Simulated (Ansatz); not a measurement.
Input of an Ansatz 0.2.0 run:

File input.yaml:

```yaml
crystal:
  lattice:
    - [0.0, 1.89785, 1.89785]
    - [1.89785, 0.0, 1.89785]
    - [1.89785, 1.89785, 0.0]
  atoms:
    - { symbol: Rh, position: [0.0, 0.0, 0.0] }
hamiltonian:
  xc: r2scan
  pseudopotentials: { kind: paw }
kpoints:
  mp_grid: { grid: [12, 12, 12] }
  band_path:
    path:
      - [[0.0, 0.0, 0.0], [0.5, 0.0, 0.5], [0.5, 0.25, 0.75], [0.375, 0.375, 0.75], [0.0, 0.0, 0.0], [0.5, 0.5, 0.5], [0.625, 0.25, 0.625], [0.5, 0.25, 0.75], [0.5, 0.5, 0.5], [0.375, 0.375, 0.75]]
      - [[0.625, 0.25, 0.625], [0.5, 0.0, 0.5]]
    npoints: 14
scf:
  occupations: { method: fermi_dirac, width: 0.05 }
  n_extra_bands: 6
output:
  forces: true
  stress: true
  eigenvalues: true
  fatbands: true
  write_density: true
  write_potential: true
  elf: true
  volumetric_format: npy
```

Potentials or basis: Ansatz PAW.

Launch:

```bash
$ ansatz run input.yaml --threads 2 --pin off --max-ram 5632MiB --backend cpu --events-out ev --progress --plain --runs-dir out
```

Task: Predict the pressure.

Result: 0.8 GPa.

Task: Predict the band gap on the k mesh.

Result: None (metal or under the smearing width).

Levels at the corners of the path, in eV from the Fermi level:
```tsv
point	band 5	band 6	band 7	band 8	band 9	band 10	band 11	band 12
Γ	-8.20	-3.22	-3.22	-3.22	-1.11	-1.11	16.47	22.13
X	-6.61	-6.23	0.49	1.03	1.03	3.49	12.94	14.00
W	-5.26	-3.97	-3.97	-1.31	1.04	10.14	10.14	11.91
K	-5.77	-4.98	-2.15	-0.78	0.39	8.29	9.12	12.69
Γ	-8.20	-3.22	-3.22	-3.22	-1.11	-1.11	16.47	22.13
L	-6.39	-3.33	-3.33	0.57	0.57	0.89	9.15	16.07
U	-5.77	-4.98	-2.15	-0.78	0.39	8.29	9.12	12.69
W	-5.26	-3.97	-3.97	-1.31	1.04	10.14	10.14	11.91
L	-6.39	-3.33	-3.33	0.57	0.57	0.89	9.15	16.07
K	-5.77	-4.98	-2.15	-0.78	0.39	8.29	9.12	12.69
U	-5.77	-4.98	-2.15	-0.78	0.39	8.29	9.12	12.69
X	-6.61	-6.23	0.49	1.03	1.03	3.49	12.94	14.00
```

Caveat: the PAW data sets come from PBE, with cores solved anew for the run's functional, which leaves a small shift of forces and pressure.
